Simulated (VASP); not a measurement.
# SiO2 (Cristobalite) (P4_12_12) in VASP: notebook, part 3 of 3

VASP 6.6.1.

**6. Single point, LDA**

File INCAR:

```
SYSTEM = SiO2
PREC = Accurate ; ENCUT = 520
EDIFF = 1E-5 ; ISMEAR = 0
SIGMA = 0.05 ; LREAL = .FALSE.
LASPH = .TRUE. ; NELM = 100
ALGO = Normal ; ISIF = 2
LWAVE = .FALSE. ; LCHARG = .FALSE.
GGA = CA ; ADDGRID = .FALSE.
```

File KPOINTS:

```
Automatic mesh
0
G
  6 6 4
  0 0 0
```

File POSCAR:

```
SiO2
1.0
    4.9820000000      0.0000000000      0.0000000000
    0.0000000000      4.9820000000      0.0000000000
    0.0000000000      0.0000000000      6.9630000000
Si O
4 8
Direct
    0.7989700000      0.2010300000      0.7500000000
    0.7010300000      0.7010300000      0.5000000000
    0.2010300000      0.7989700000      0.2500000000
    0.2989700000      0.2989700000      0.0000000000
    0.1034700000      0.2398900000      0.8218700000
    0.2601100000      0.6034700000      0.0718700000
    0.8965300000      0.7601100000      0.3218700000
    0.7398900000      0.3965300000      0.5718700000
    0.6034700000      0.2601100000      0.9281300000
    0.7601100000      0.8965300000      0.6781300000
    0.3965300000      0.7398900000      0.4281300000
    0.2398900000      0.1034700000      0.1781300000
```

Potentials or basis: VASP PAW LDA potentials, release 64 (Si, O).

The run is started by

```sh
cat potpaw_LDA.64/Si/POTCAR potpaw_LDA.64/O/POTCAR > POTCAR
mpirun -np 1 vasp_std > vasp.out
```

OUTCAR:

```text
SYSTEM = SiO2
   PREC = Accurate
   ENCUT = 520
   EDIFF = 1E-5
   ISMEAR = 0
   LREAL = .FALSE.
   LASPH = .TRUE.
   NELM = 100
   ISIF = 2
   GGA = CA

 Found     30 irreducible k-points:

 Following reciprocal coordinates:
            Coordinates               Weight
  0.000000  0.000000  0.000000      1.000000
  0.166667  0.000000  0.000000      4.000000
  0.333333  0.000000  0.000000      4.000000
  0.500000  0.000000  0.000000      2.000000
  0.166667  0.166667  0.000000      4.000000
  0.333333  0.166667  0.000000      8.000000
   k-points           NKPTS =     30   k-points in BZ     NKDIM =     30   number of bands    NBANDS=     39
   number of dos      NEDOS =    301   number of ions     NIONS =     12
   total plane-waves  NPLWV =  86400
   dimension x,y,z NGX =    40 NGY =   40 NGZ =   54
   dimension x,y,z NGXF=    80 NGYF=   80 NGZF=  108
   ions per type =               4   8
   NGX,Y,Z   is equivalent  to a cutoff of  13.35, 13.35, 12.89 a.u.
   NGXF,Y,Z  is equivalent  to a cutoff of  26.70, 26.70, 25.79 a.u.
 SYSTEM =  SiO2
   PREC   = accura    normal or accurate (medium, high low for compatibility)
   ISTART =      0    job   : 0-new  1-cont  2-samecut
   ICHARG =      2    charge: 1-file 2-atom 10-const
   ISPIN  =      1    spin polarized calculation?
   LNONCOLLINEAR =      F non collinear calculations
   LSORBIT =      F    spin-orbit coupling
   LASPH  =      T    aspherical Exc in radial PAW
   ENCUT  =  520.0 eV  38.22 Ry    6.18 a.u.   9.26  9.26 12.95*2*pi/ulx,y,z
   NELM   =    100;   NELMIN=  2; NELMDL= -5     # of ELM steps
   EDIFF  = 0.1E-04   stopping-criterion for ELM
   LREAL  =      F    real-space projection
   EDIFFG = 0.1E-03   stopping-criterion for IOM
   NSW    =      0    number of steps for IOM
   IBRION =     -1    ionic relax: 0-MD 1-quasi-New 2-CG
   NFREE  =      0    steps in history (QN), initial steepest desc. (CG)
   ISIF   =      2    stress and relaxation
   ISYM   =      2    0-nonsym 1-usesym 2-fastsym
   POTIM  = 0.5000    time-step for ionic-motion
   TEBEG  =    0.0;   TEEND  =   0.0 temperature during run
   PSTRESS=    0.0 pullay stress
   NELECT =      64.0000    total number of electrons
   NUPDOWN=      -1.0000    fix difference up-down
   EMIN   =  10.00;   EMAX   =-10.00  energy-range for DOS
   EFERMI =   0.00;   METHOD = LEGACY
   ISMEAR =     0;   SIGMA  =   0.05  broadening in eV -4-tet -1-fermi 0-gaus
   EFERMI_NEDOS =   21; number of points for ismear=-14 and -15
   IALGO  =     38    algorithm
   IMIX   =      4    mixing-type and parameters
     AMIX     =   0.40;   BMIX     =  1.00
     AMIX_MAG =   1.60;   BMIX_MAG =  1.00
  volume/ion in A,a.u.               =      14.40        97.19
  Fermi-wavevector in a.u.,A,eV,Ry     =   1.175620  2.221599 18.804365  1.382082
  Thomas-Fermi vector in A             =   2.311997
   LORBIT       =      0    0 simple, 1 ext, 2 COOP (PROOUT), +10 PAW based schemes
   GGA     = CA    functional components
   LHFCALC =     F    Hartree Fock is set to
   AEXX    =    0.0000 exact exchange contribution
   IVDW    =     0    specifies the selected vdW correction
   LEPSILON=     F    determine dielectric tensor
   LRPA    =     F    only Hartree local field effects (RPA)
 non-spin polarized calculation
 Gauss-broadening in eV      SIGMA  =   0.05
  energy-cutoff  :      520.00
  volume of cell :      172.82
 maximum number of plane-waves:      4690
 NGX is ok and might be reduce to    40

 number of electron      63.9999998 magnetization

 Free energy of the ion-electron system (eV)
  ---------------------------------------------------
  ext. energy  EPLUGINS =         0.00000000
  ---------------------------------------------------
  free energy    TOTEN  =      -103.74594208 eV

  energy without entropy =     -103.74594208  energy(sigma->0) =     -103.74594208

 E-fermi :   0.1347     XC(G=0):  -8.9519

 val. band max:       -0.1651292685   @ k =   0.0000   0.0000   0.0000
 cond. band min:       5.3524915743   @ k =   0.0000   0.0000   0.0000
 fundamental gap:      5.5176208428
 Fermi energy:         0.1347098710

 k-point     1 :       0.0000    0.0000    0.0000
  band No.  band energies     occupation
      1     -19.4279      2.00000
      2     -18.4961      2.00000
      3     -18.4961      2.00000
      4     -17.2717      2.00000
      5     -17.2195      2.00000
      6     -17.2168      2.00000
[... 31 lines left out ...]
     38       9.2432      0.00000
     39       9.5666      0.00000

 k-point     2 :       0.1667    0.0000    0.0000
  band No.  band energies     occupation
      1     -19.3685      2.00000
      2     -18.5572      2.00000
      3     -18.4244      2.00000
      4     -17.3105      2.00000
      5     -17.2755      2.00000
      6     -17.2356      2.00000
[... 31 lines left out ...]
     38       9.3589      0.00000
     39       9.6303      0.00000

 k-point     3 :       0.3333    0.0000    0.0000
  band No.  band energies     occupation
      1     -19.2024      2.00000
      2     -18.7296      2.00000
      3     -18.2203      2.00000
      4     -17.5832      2.00000
      5     -17.2834      2.00000
      6     -17.2683      2.00000
[... 31 lines left out ...]
     38       9.1593      0.00000
     39       9.5722      0.00000

 k-point     4 :       0.5000    0.0000    0.0000
  band No.  band energies     occupation
      1     -18.9684      2.00000
      2     -18.9684      2.00000
      3     -17.9185      2.00000
      4     -17.9185      2.00000
      5     -17.2851      2.00000
      6     -17.2851      2.00000
[... 31 lines left out ...]
     38       9.3784      0.00000
     39       9.5765      0.00000

 k-point     5 :       0.1667    0.1667    0.0000
  band No.  band energies     occupation
      1     -19.3083      2.00000
      2     -18.4882      2.00000
      3     -18.4845      2.00000
      4     -17.3996      2.00000
      5     -17.2789      2.00000
      6     -17.2353      2.00000
[... 31 lines left out ...]
     38       9.2812      0.00000
     39       9.6098      0.00000

 k-point     6 :       0.3333    0.1667    0.0000
  band No.  band energies     occupation
      1     -19.1405      2.00000
      2     -18.6613      2.00000
      3     -18.2848      2.00000
      4     -17.6594      2.00000
      5     -17.2858      2.00000
      6     -17.2685      2.00000
[... 31 lines left out ...]
     38       9.2693      0.00000
     39       9.6185      0.00000

 [... further k-points ...]
[... 5 lines left out ...]
  --------------------------------------------------------------------------------------
  -------------------------------------------------------------------------------------
  Total        0.5126858      0.5126858      1.0464982      0.0000000      0.0000000     -0.0000000
  in kB        4.7528930      4.7528930      9.7016412      0.0000000      0.0000000     -0.0000000
  external PRESSURE =       6.4024757 kB  Pullay stress =       0.0000000 kB

 VOLUME and BASIS-vectors are now :
 -----------------------------------------------------------------------------
  energy-cutoff  :      520.00
  volume of cell :      172.82
      direct lattice vectors                 reciprocal lattice vectors
     4.982000000  0.000000000  0.000000000     0.200722601  0.000000000  0.000000000
     0.000000000  4.982000000  0.000000000     0.000000000  0.200722601  0.000000000
     0.000000000  0.000000000  6.963000000     0.000000000  0.000000000  0.143616257

 POSITION                                       TOTAL-FORCE (eV/Angst)
 -----------------------------------------------------------------------------------
      3.98047      1.00153      5.22225         0.128673     -0.128673     -0.000000
      3.49253      3.49253      3.48150        -0.128673     -0.128673      0.000000
      1.00153      3.98047      1.74075        -0.128673      0.128673      0.000000
      1.48947      1.48947      0.00000         0.128673      0.128673      0.000000
      0.51549      1.19513      5.72268        -0.087014     -0.043476     -0.113599
      1.29587      3.00649      0.50043         0.043476     -0.087014     -0.113599
      4.46651      3.78687      2.24118         0.087014      0.043476     -0.113599
      3.68613      1.97551      3.98193        -0.043476      0.087014     -0.113599
      3.00649      1.29587      6.46257        -0.087014      0.043476      0.113599
      3.78687      4.46651      4.72182         0.043476      0.087014      0.113599
      1.97551      3.68613      2.98107         0.087014     -0.043476      0.113599
      1.19513      0.51549      1.24032        -0.043476     -0.087014      0.113599
 -----------------------------------------------------------------------------------
    total drift:                                0.000000     -0.000000     -0.000000

  FREE ENERGIE OF THE ION-ELECTRON SYSTEM (eV)
  ---------------------------------------------------
  free  energy   TOTEN  =      -103.7459420797 eV

  energy  without entropy=     -103.7459420797  energy(sigma->0) =     -103.74594208
```

Run time: 3 min. Hardware: 1 thread of Intel Xeon Platinum 8375C at 2.90GHz (Ice Lake), shared host; peak memory 0.29 GiB.

These settings aren't checked as converged: the numbers below hold their error.

What came out:

| Property | Result |
| --- | --- |
| Free energy | -103.7459 eV |
| Pressure | 0.6 GPa |
| Largest force | 0.182 eV/Å |
| Band gap on the k mesh | 5.52 eV, direct |

**7. For comparison**

An earlier run on the cell as given: functional PBE; potentials or basis VASP PAW PBE potentials, release 64 (Si, O); cutoff 520 eV; k mesh 6 × 6 × 4; occupations fermi-dirac, width 0.05 eV; no spin polarisation.

* Pressure: 6.4 GPa
* Largest force: 0.405 eV/Å
* Band gap on the k mesh: 5.76 eV, direct
